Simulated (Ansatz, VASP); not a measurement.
# In5AgSe8 in two plane-wave programs, part 2 of 2

One calculation is typed for both programs; each brings its own data sets. How far apart do they land? The cell is taken from a series of runs on this material, whose earlier steps may have relaxed, scaled, displaced or heated it; both programs get it as it stands.

VASP 6.6.1 and Ansatz 0.2.0.

So far: The structure; Ansatz: relaxation of cell and atoms, PBEsol.

### 3. VASP: relaxation of cell and atoms, PBEsol

Level of this step: PBEsol; plane waves and PAW (In_d, Ag, Se) (VASP).

The same cell, functional, mesh and smearing now go to VASP, with its own data sets.

Lines of VASP's logs that name or quote its potential files are left out, and so is its time.

INCAR

```
SYSTEM = In5AgSe8
PREC = Accurate
ENCUT = 500
EDIFF = 1E-07
NELM = 120
ISMEAR = 0
SIGMA = 0.01
LREAL = .FALSE.
ALGO = Normal
GGA = PS
NBANDS = 76
LASPH = .TRUE.
LORBIT = 11
LWAVE = .FALSE.
LCHARG = .FALSE.
ISIF = 3
IBRION = 2
NSW = 80
EDIFFG = -0.005
GGA_COMPAT = .FALSE.
NELMIN = 4
EFERMI = MIDGAP
KPAR = 4
```

POSCAR

```
In5AgSe8
1.0
    5.7934000000      0.0000000000      0.0000000000
    0.0000000000      5.7934000000      0.0000000000
    0.0000000000      0.0000000000     11.6223000000
In Ag Se
5 1 8
Direct
    0.0000000000      0.5000000000      0.2501300087
    0.5000000000      0.0000000000      0.7498699913
    0.0000000000      0.5000000000      0.7498699913
    0.5000000000      0.0000000000      0.2501300087
    0.5000000000      0.5000000000      0.0000000000
    0.0000000000      0.0000000000      0.5000000000
    0.2283400076      0.2283400076      0.1122499849
    0.2283400076      0.7716599924      0.8877500151
    0.7716599924      0.7716599924      0.1122499849
    0.7716599924      0.2283400076      0.8877500151
    0.7217699451      0.7217699451      0.6141399723
    0.7217699451      0.2782300549      0.3858600277
    0.2782300549      0.2782300549      0.6141399723
    0.2782300549      0.7217699451      0.3858600277
```

KPOINTS

```
Automatic mesh
0
Gamma
6 6 4
0 0 0
```

PAW data sets: In_d, Ag and Se (PBE family, release 64).

On the command line:

```console
> mpirun -np 4 vasp_std
```

Numbers of over 12 decimals in the logs are rounded to 6 here.

Output:

```text
[banner, memory and clock lines left out]
running    4 mpi-ranks, on    1 nodes
 distrk:  each k-point on    1 cores,    4 groups
 distr:  one band on    1 cores,    1 groups

 POSCAR found type information on POSCAR InAgSe
 POSCAR found :  3 types and      14 ions
|                                                                             |
|               ----> ADVICE to this user running VASP <----                  |
|                                                                             |
|     You enforced a specific xc type in the INCAR file but a different       |
|     [... a line on the potential file left out ...]
|     I HOPE YOU KNOW WHAT YOU ARE DOING!                                     |
|                                                                             |

 LDA part: xc-table for (Slater+PW92), standard interpolation
 POSCAR, INCAR and KPOINTS ok, starting setup
 FFT: planning ... GRIDC
 FFT: planning ... GRID_SOFT
 FFT: planning ... GRID
 WAVECAR not read
 entering main loop
       N       E                     dE             d eps       ncg     rms          rms(c)
DAV:   1     0.128373650472E+04    0.12837E+04   -0.51925E+04  4560   0.169E+03
DAV:   2     0.174450503640E+03   -0.11093E+04   -0.10732E+04  4576   0.447E+02
DAV:   3    -0.392115227651E+02   -0.21366E+03   -0.20449E+03  5296   0.200E+02
DAV:   4    -0.568604979328E+02   -0.17649E+02   -0.17407E+02  5708   0.554E+01
DAV:   5    -0.574896229838E+02   -0.62913E+00   -0.62661E+00  5512   0.111E+01    0.146E+01
DAV:   6    -0.554508964206E+02    0.20387E+01   -0.36047E+00  6328   0.241E+01    0.882E+00
DAV:   7    -0.553553473619E+02    0.95549E-01   -0.27679E+00  7032   0.904E+00    0.245E+00
DAV:   8    -0.553232512150E+02    0.32096E-01   -0.36452E-01  6660   0.438E+00    0.177E+00
DAV:   9    -0.553221673820E+02    0.10838E-02   -0.63032E-02  6088   0.936E-01    0.748E-01
DAV:  10    -0.553203520736E+02    0.18153E-02   -0.75702E-03  6444   0.863E-01    0.282E-01
DAV:  11    -0.553207520113E+02   -0.39994E-03   -0.25337E-03  5576   0.229E-01    0.704E-02
DAV:  12    -0.553207717434E+02   -0.19732E-04   -0.14756E-04  6528   0.776E-02    0.445E-02
DAV:  13    -0.553207913930E+02   -0.19650E-04   -0.85499E-05  5936   0.521E-02    0.124E-02
DAV:  14    -0.553207932044E+02   -0.18114E-05   -0.87237E-06  6648   0.256E-02    0.662E-03
DAV:  15    -0.553207939105E+02   -0.70607E-06   -0.31344E-06  5672   0.723E-03    0.178E-03
DAV:  16    -0.553207939237E+02   -0.13193E-07   -0.35230E-07  4684   0.542E-03
   1 F= -.55320794E+02 E0= -.55320794E+02  d E =-.553208E+02
[... from here on, the cycles between the ionic steps are left out ...]
   2 F= -.55446535E+02 E0= -.55446535E+02  d E =-.125741E+00
  15 F= -.55474085E+02 E0= -.55474085E+02  d E =-.152092E-03
  16 F= -.55474335E+02 E0= -.55474335E+02  d E =-.402064E-03
  17 F= -.55474350E+02 E0= -.55474350E+02  d E =-.416876E-03
  18 F= -.55474443E+02 E0= -.55474443E+02  d E =-.932454E-04
  19 F= -.55474485E+02 E0= -.55474485E+02  d E =-.135585E-03
  20 F= -.55474558E+02 E0= -.55474558E+02  d E =-.723869E-04
  21 F= -.55474625E+02 E0= -.55474625E+02  d E =-.139913E-03
  22 F= -.55474661E+02 E0= -.55474661E+02  d E =-.363511E-04
 trial-energy change:   -0.000036  1 .order   -0.000035   -0.000062   -0.000009
 step:   1.7214(harm=  1.7523)  dis= 0.00064  next Energy=   -55.474662 (dE=-0.370E-04)
 bond charge predicted
       N       E                     dE             d eps       ncg     rms          rms(c)
DAV:   1    -0.554746633777E+02   -0.20386E-05   -0.15776E-04  5104   0.775E-02    0.115E-02
DAV:   2    -0.554746620090E+02    0.13686E-05   -0.13716E-05  6268   0.271E-02    0.388E-03
DAV:   3    -0.554746619132E+02    0.95877E-07   -0.97023E-07  5908   0.713E-03    0.220E-03
DAV:   4    -0.554746621069E+02   -0.19369E-06   -0.15689E-07  2728   0.315E-03    0.800E-04
DAV:   5    -0.554746622615E+02   -0.15461E-06   -0.87932E-08  2504   0.161E-03    0.348E-04
DAV:   6    -0.554746623078E+02   -0.46368E-07   -0.20509E-08  2452   0.989E-04
  23 F= -.55474662E+02 E0= -.55474662E+02  d E =-.372722E-04
 curvature:  -0.92 expect dE=-0.239E-04 dE for cont linesearch -0.276E-07
 trial: gam= 0.60589 g(F)=  0.653E-05 g(S)=  0.194E-04 ort = 0.115E-05 (trialstep = 0.154E+01)
 search vector abs. value=  0.435E-04
 reached required accuracy - stopping structural energy minimisation
```

From OUTCAR (step 3):

```text
ion  position               nearest neighbor table
   1  0.000  0.500  0.250-  12 2.60  14 2.60   7 2.61   9 2.61
   2  0.500  0.000  0.750-  11 2.60  13 2.60   8 2.61  10 2.61
   3  0.000  0.500  0.750-  11 2.60  13 2.60  10 2.61   8 2.61
   4  0.500  0.000  0.250-  12 2.60  14 2.60   7 2.61   9 2.61
   5  0.500  0.500  0.000-   7 2.58   9 2.58   8 2.58  10 2.58
   6  0.000  0.000  0.500-  11 2.64  12 2.64  13 2.64  14 2.64
   7  0.228  0.228  0.112-   5 2.58   4 2.61   1 2.61
   8  0.228  0.772  0.888-   5 2.58   2 2.61   3 2.61
   9  0.772  0.772  0.112-   5 2.58   4 2.61   1 2.61
  10  0.772  0.228  0.888-   5 2.58   3 2.61   2 2.61
  11  0.722  0.722  0.614-   2 2.60   3 2.60   6 2.64
  12  0.722  0.278  0.386-   1 2.60   4 2.60   6 2.64
  13  0.278  0.278  0.614-   2 2.60   3 2.60   6 2.64
  14  0.278  0.722  0.386-   1 2.60   4 2.60   6 2.64

  LATTYP: Found a simple tetragonal cell.
 ALAT       =     5.7934000000
 C/A-ratio  =     2.0061276625

 Subroutine GETGRP returns: Found  8 space group operations
 (whereof  8 operations were pure point group operations)

The static configuration has the point symmetry D_2d.

 Found     30 irreducible k-points:

   k-points           NKPTS =     30   k-points in BZ     NKDIM =     30   number of bands    NBANDS=     76

   dimension x,y,z NGX =    42 NGY =   42 NGZ =   90
   dimension x,y,z NGXF=    84 NGYF=   84 NGZF=  180

   ENCUT  =  500.0 eV  36.75 Ry    6.06 a.u.  10.56 10.56 21.19*2*pi/ulx,y,z

   NELECT =     124.0000    total number of electrons

 k-points in reciprocal lattice and weights: Automatic mesh
   0.00000000  0.00000000  0.00000000       0.007
   0.16666667  0.00000000  0.00000000       0.028
   0.33333333  0.00000000  0.00000000       0.028
   0.50000000  0.00000000  0.00000000       0.014
   0.16666667  0.16666667  0.00000000       0.028
   0.33333333  0.16666667  0.00000000       0.056
   0.50000000  0.16666667  0.00000000       0.028
   0.33333333  0.33333333  0.00000000       0.028
   0.50000000  0.33333333  0.00000000       0.028
[...]
0.50000000  0.33333333  0.50000000       0.028
   0.50000000  0.50000000  0.50000000       0.007

 average (electrostatic) potential at core
       1 -97.2771       2 -97.2771       3 -97.2771       4 -97.2771       5 -97.6207
       6 -73.8694       7 -54.4549       8 -54.4549       9 -54.4549      10 -54.4549
      11 -53.9239      12 -53.9239      13 -53.9239      14 -53.9239

 E-fermi :   3.7751

 k-point     1 :       0.0000    0.0000    0.0000
  band No.  band energies     occupation
    ...
     58       2.3503      2.00000
     59       2.3503      2.00000
     60       3.2969      2.00000
     61       3.6167      2.00000
     62       3.6167      2.00000
     63       3.8824      0.00000
     64       5.1895      0.00000
     65       5.2843      0.00000
     66       5.7146      0.00000
     67       5.7995      0.00000
    ...

 k-point     2 :       0.1667    0.0000    0.0000
  band No.  band energies     occupation
    ...
     58       2.2346      2.00000
     59       2.4288      2.00000
     60       3.1425      2.00000
     61       3.1664      2.00000
     62       3.4942      2.00000
     63       4.6483      0.00000
     64       5.4232      0.00000
     65       5.5451      0.00000
     66       5.9161      0.00000
     67       5.9177      0.00000
    ...

 k-point     3 :       0.3333    0.0000    0.0000
  band No.  band energies     occupation
    ...
     58       2.2392      2.00000
     59       2.4907      2.00000
     60       2.8864      2.00000
     61       2.9082      2.00000
     62       3.3006      2.00000
     63       5.4784      0.00000
     64       5.8861      0.00000
     65       6.1301      0.00000
     66       6.1696      0.00000
     67       6.2338      0.00000
    ...

  Total        0.0467465      0.0467465      0.0353910      0.0000000      0.0000000     -0.0000000
  in kB        0.1922778      0.1922778      0.1455702      0.0000000      0.0000000     -0.0000000
  external PRESSURE =       0.1767086 kB  Pullay stress =       0.0000000 kB

  energy-cutoff  :      500.00
  volume of cell :      389.52
      direct lattice vectors                 reciprocal lattice vectors
     5.777350771 -0.000000000 -0.000000000     0.173089715 -0.000000000 -0.000000000
    -0.000000000  5.777350771 -0.000000000    -0.000000000  0.173089715 -0.000000000
     0.000000000  0.000000000 11.670055194     0.000000000  0.000000000  0.085689398

 POSITION                                       TOTAL-FORCE (eV/Angst)
 -----------------------------------------------------------------------------------
      0.00000      2.88868      2.98350        -0.000000     -0.000000      0.003052
      2.88868      5.77735      8.68655        -0.000000     -0.000000     -0.003052
      0.00000      2.88868      8.68655        -0.000000     -0.000000     -0.003052
      2.88868      5.77735      2.98350        -0.000000     -0.000000      0.003052
      2.88868      2.88868     -0.00000        -0.000000     -0.000000      0.000000
      0.00000      5.77735      5.83503        -0.000000     -0.000000      0.000000
      1.28011      1.28011      1.29244         0.003028      0.003028      0.000442
      1.28011      4.49724     10.37761         0.003028     -0.003028     -0.000442
      4.49724      4.49724      1.29244        -0.003028     -0.003028      0.000442
      4.49724      1.28011     10.37761        -0.003028      0.003028     -0.000442
      4.17879      4.17879      7.14987        -0.001496     -0.001496      0.001240
      4.17879      1.59856      4.52019        -0.001496      0.001496     -0.001240
      1.59856      1.59856      7.14987         0.001496      0.001496      0.001240
      1.59856      4.17879      4.52019         0.001496     -0.001496     -0.001240
 -----------------------------------------------------------------------------------
    total drift:                               -0.000000     -0.000000      0.000000

  FREE ENERGIE OF THE ION-ELECTRON SYSTEM (eV)
  ---------------------------------------------------
  free  energy   TOTEN  =       -55.4746623078 eV

  energy  without entropy=      -55.4746623078  energy(sigma->0) =      -55.47466231

 reached required accuracy - stopping structural energy minimisation

 total charge
# of ion       s       p       d       tot
------------------------------------------
    1        0.822   0.669   9.911  11.403
    2        0.822   0.669   9.911  11.403
    3        0.822   0.669   9.911  11.403
    4        0.822   0.669   9.911  11.403
    5        0.817   0.668   9.909  11.395
    6        0.353   0.305   9.222   9.881
    7        1.475   2.320   0.023   3.818
    8        1.475   2.320   0.023   3.818
    9        1.475   2.320   0.023   3.818
   10        1.475   2.320   0.023   3.818
   11        1.472   2.312   0.030   3.815
   12        1.472   2.312   0.030   3.815
   13        1.472   2.312   0.030   3.815
   14        1.472   2.312   0.030   3.815
--------------------------------------------------
tot         16.250  22.181  58.989  97.421

[... 3 further parts left out ...]
```

The gap is read on the k-mesh alone, so it is an upper bound where the band edges lie off the mesh. The PAW data sets were made with PBE, which is usual practice but a small mismatch for other functionals. The run keeps the 8 symmetry operations of its start, so it cannot find a distortion of lower symmetry.

### 4. Side by side

Known differences besides the potentials themselves: the data sets hold 212 valence electrons in Ansatz (on its default PAW (the set named soft_2) files) and 124 in VASP; the cutoff is 420 eV in Ansatz and 500 eV in VASP; Ansatz makes its cores anew for this functional, VASP keeps those of its PBE data sets. Total energies have different zeros and are not compared.

Both answers:

| quantity | Ansatz | VASP | difference |
| --- | --- | --- | --- |
| volume (Å³) | 389.41 | 389.52 | -0.03 % |
| edge a after relaxation, in the typed setting (Å) | 5.778 | 5.777 | +0.01 % |
| edge c after relaxation, in the typed setting (Å) | 11.664 | 11.670 | -0.05 % |

### 5. Outcome

```yaml
difference_in_edge_c_after_relaxation_in_the_typed_setting_relaxation_of_cell_and_atoms_pbesol: -0.049 %
```

**Reading.** The difference in edge c after relaxation, in the typed setting is -0.049 % (relaxation of cell and atoms, PBEsol), within the 1.2 % picked in this series as the mark of a large difference, as far as the stopping tolerances let one tell. The data sets hold unlike numbers of valence electrons (212 in Ansatz and 124 in VASP), so part of the differences comes from the potentials. How closely two codes agree says nothing of how well the functional describes the real material.

[Lines on the potential files, build, host, timing and source positions are cut from VASP's logs without a mark.]

[Logs are printed without paths, hosts, clocks, repeated set-up lines and the standing remarks that a program may print on its own settings, such as how far it seeks lower states.]

[Hosts, paths, dates, database ids (printed as entryN), source tags and the programs' standing remarks are cut or masked in the printed files.]
